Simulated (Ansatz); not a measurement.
## CdSe under changes of volume

One of the cells (28.942 Å³/atom); the others are scaled copies at fixed shape and fractional positions:

```
CELL_PARAMETERS angstrom
0.00000 3.07027 3.07027
3.07027 0.00000 3.07027
3.07027 3.07027 0.00000
ATOMIC_POSITIONS crystal
Cd 0.00000 0.00000 0.00000
Se 0.25000 0.25000 0.25000
```

Measurements of this composition are mostly on another form, of space group No. 186.

```yaml
Program: Ansatz 0.2.0
Functional: PBEsol
Potentials_or_basis: all-electron LAPW, scalar-relativistic
Cutoff: 288 eV (chosen from the basis error)
Basis_error_allowed: 0.0005 eV/atom
k_mesh: 8 × 8 × 8
Occupations: fermi-dirac, width 0.05 eV
Spin: no spin polarisation
```

| volume (Å³/atom) | energy over the lowest point (meV/atom) | pressure (GPa) | gap on the mesh (eV) |
| --- | --- | --- | --- |
| 27.206 | ? | ? | ? |
| 27.784 | 0.37 | 0.7 | 0.50 |
| 28.363 | 0.00 | -0.4 | 0.46 |
| 28.942 | 3.33 | -1.4 | 0.43 |
| 29.521 | 9.95 | -2.2 | 0.39 |
| 30.100 | 19.49 | -3.0 | 0.35 |
| 30.679 | 31.63 | -3.7 | 0.31 |

Problem. What does the run at 27.206 Å³/atom give?

Solution. Energy over the lowest point 4.89 meV/atom; pressure 1.9 GPa; gap on the mesh 0.55 eV.

Worked out: A Birch-Murnaghan fit of order 3 (a polynomial in V^(-2/3)) to the other rows has its minimum at 28.13 Å³/atom with B0 = V·E''(V) = 52 GPa and B' = 4.7. It gives 4.89 meV/atom at 27.206 Å³/atom, against the run's 4.89, and -dE/dV = 1.9 GPa, against 1.9. A straight line through the other rows of the gap, of slope -1.9 eV per unit of ln V (its deformation potential), extrapolates to 0.54 eV, against the run's 0.55.

Energies are extrapolated to zero smearing.

Spin-orbit coupling on Cd, Se is left out.

The runs don't all hold the same shells in valence.
